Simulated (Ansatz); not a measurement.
Relaxed structure of H2 on the (100) surface of Ti, one molecule per 52.8 Å² (the molecule's atoms stand last):

```yaml
crystal:
  lattice:
    - [5.77293, 0.00000, 0.00000]
    - [0.00000, 9.14816, 0.00000]
    - [0.00000, 0.00000, 23.83275]
  atoms:
    - { symbol: Ti, position: [0.50000, 0.37500, 0.33567] }
    - { symbol: Ti, position: [0.50000, 0.87500, 0.33567] }
    - { symbol: Ti, position: [0.00000, 0.37500, 0.33567] }
    - { symbol: Ti, position: [0.00000, 0.87500, 0.33567] }
    - { symbol: Ti, position: [0.75000, 0.12500, 0.37063] }
    - { symbol: Ti, position: [0.75000, 0.62500, 0.37063] }
    - { symbol: Ti, position: [0.25000, 0.12500, 0.37063] }
    - { symbol: Ti, position: [0.25000, 0.62500, 0.37063] }
    - { symbol: Ti, position: [0.75000, 0.37500, 0.44056] }
    - { symbol: Ti, position: [0.75000, 0.87500, 0.44056] }
    - { symbol: Ti, position: [0.25000, 0.37500, 0.44056] }
    - { symbol: Ti, position: [0.25000, 0.87500, 0.44056] }
    - { symbol: Ti, position: [0.99645, 0.12505, 0.47419] }
    - { symbol: Ti, position: [0.00024, 0.62500, 0.47780] }
    - { symbol: Ti, position: [0.50351, 0.12495, 0.47421] }
    - { symbol: Ti, position: [0.49965, 0.62496, 0.47777] }
    - { symbol: Ti, position: [0.99675, 0.37281, 0.54313] }
    - { symbol: Ti, position: [0.99697, 0.87710, 0.54311] }
    - { symbol: Ti, position: [0.50337, 0.37280, 0.54313] }
    - { symbol: Ti, position: [0.50337, 0.87713, 0.54313] }
    - { symbol: Ti, position: [0.24940, 0.12492, 0.57548] }
    - { symbol: Ti, position: [0.25010, 0.62468, 0.57736] }
    - { symbol: Ti, position: [0.75003, 0.12461, 0.58152] }
    - { symbol: Ti, position: [0.74994, 0.62491, 0.57894] }
    - { symbol: H, position: [0.31974, 0.12405, 0.65437] }
    - { symbol: H, position: [0.17315, 0.12418, 0.65403] }
```

Level of theory: Ansatz, DFT PBE+D3(BJ), scalar-relativistic, plane waves, PAW. Plane waves to 420 eV, a k mesh through Γ of 3×2×1 on the computed 26-atom cell and Gaussian smearing (0.10 eV); no spin polarisation. A dipole correction removes the field between periodic images along c.

The slab and the molecular layer are also computed alone at these places.

**Question.** How does the adsorption energy per molecule split into interaction and deformation?

**Answer.** E_ads = -0.542 eV: interaction of the rigid parts -0.707 eV, deformation of the slab +0.035 eV, deformation of the molecule with its lateral interactions +0.130 eV.

**Question.** How much charge moves across the plane at z = 14.72 Å, midway between slab and molecule?

**Answer.** About 0.04 electrons a cell move up to the molecule; half the integral of |Δρ| is 0.47 e.

**Question.** How does the density difference (whole less rigid parts, positive where electrons gather), summed over the plane, run along c?

**Answer.**
```tsv
z (Å)	Δρ (e/Å)
6.11	-0.001
6.26	-0.001
6.41	-0.001
6.55	-0.001
6.85	0.000
7.00	0.001
7.15	0.001
7.30	0.002
7.45	0.003
7.60	0.003
7.89	-0.001
8.04	-0.003
8.19	-0.004
8.34	-0.004
8.49	-0.001
8.64	0.004
8.94	0.007
9.09	0.003
9.24	-0.003
9.38	-0.006
9.53	-0.007
9.68	-0.006
9.98	-0.002
10.13	0.001
10.28	0.001
10.43	0.001
10.58	0.004
10.72	0.008
10.87	0.010
11.17	0.009
11.32	0.005
11.47	-0.004
11.62	-0.010
11.77	-0.009
11.92	-0.006
12.21	-0.014
12.36	-0.016
12.51	-0.010
12.66	-0.019
12.81	-0.048
12.96	-0.055
13.26	0.031
13.41	0.023
13.55	-0.010
13.70	-0.015
13.85	-0.008
14.00	-0.028
14.15	-0.060
14.45	-0.024
14.60	0.034
14.75	0.089
14.90	0.134
15.04	0.163
15.19	0.167
15.49	0.077
15.64	0.003
15.79	-0.055
15.94	-0.079
16.09	-0.079
16.24	-0.068
16.53	-0.040
16.68	-0.029
16.83	-0.021
16.98	-0.014
17.13	-0.010
17.28	-0.007
17.58	-0.003
17.73	-0.002
17.87	-0.002
18.02	-0.001
```

Cost: 6 runs of about 26 core-minutes in all, on Intel Xeon 6975P-C (Granite Rapids) (shared hosts).